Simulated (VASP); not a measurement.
A run of VASP 6.6.1 is set up as follows.

File INCAR:

```
PREC = Accurate
ENCUT = 600
EDIFF = 1E-6
ISMEAR = 0
SIGMA = 0.03
LREAL = False
LASPH = True
NELM = 80
ALGO = Normal
ISIF = 3
LWAVE = False
LCHARG = False
GGA = PS
IBRION = 2
NSW = 90
EDIFFG = -0.01
KPAR = 2
```

File KPOINTS:

```
regular mesh
0
Gamma
  9 9 2
```

Contents of POSCAR:

```
WSe2
1.0
    3.2900000000      0.0000000000      0.0000000000
   -1.6450000000      2.8492235785      0.0000000000
    0.0000000000      0.0000000000     12.9700000000
W Se
2 4
Direct
    0.3333333333      0.6666666667      0.2500000000
    0.6666666667      0.3333333333      0.7500000000
    0.3333333333      0.6666666667      0.6210000000
    0.6666666667      0.3333333333      0.1210000000
    0.3333333333      0.6666666667      0.8790000000
    0.6666666667      0.3333333333      0.3790000000
```

Potentials or basis: VASP PAW PBE potentials, release 64 (W_sv, Se).

The run is started by

```console
$ cat potpaw_PBE.64/W_sv/POTCAR potpaw_PBE.64/Se/POTCAR > POTCAR
$ mpirun -np 2 vasp_std > vasp.out
```

Question: Predict the band gap on the k mesh.

Answer: 1.13 eV, indirect (least direct gap 1.59 eV).

Question: What does it give for the space group after relaxing (to 0.05 Å)?

Answer: P6_3/mmc (No. 194).

Step by step:
```csv
step,energy change (eV),largest force (eV/Å),pressure (GPa),volume (Å³)
1,0.0000,0.0716,-0.82,121.58
2,0.0007,0.1576,1.55,119.77
3,-0.0036,0.0372,0.30,120.71
4,-0.0051,0.0746,0.03,120.78
5,-0.0053,0.0509,0.08,120.77
6,-0.0057,0.0481,0.06,120.92
7,-0.0069,0.0392,-0.01,121.39
8,-0.0083,0.0217,-0.12,122.34
9,-0.0085,0.0143,-0.17,122.78
10,-0.0073,0.0933,0.70,122.38
11,-0.0085,0.0094,0.02,122.69
12,-0.0086,0.0104,0.01,122.69
13,-0.0086,0.0011,0.03,122.69
```

Caveat: the PAW data sets were made with another functional, which shifts forces and pressure a little; spin-orbit coupling is left out, which moves the levels of the heavy elements; an odd mesh through Γ misses points on the zone boundary, where band edges often lie; this functional lacks dispersion, which binds the layers, so the pressure and a relaxed spacing across them are unreliable. Zero-point motion and thermal expansion aren't in these numbers.
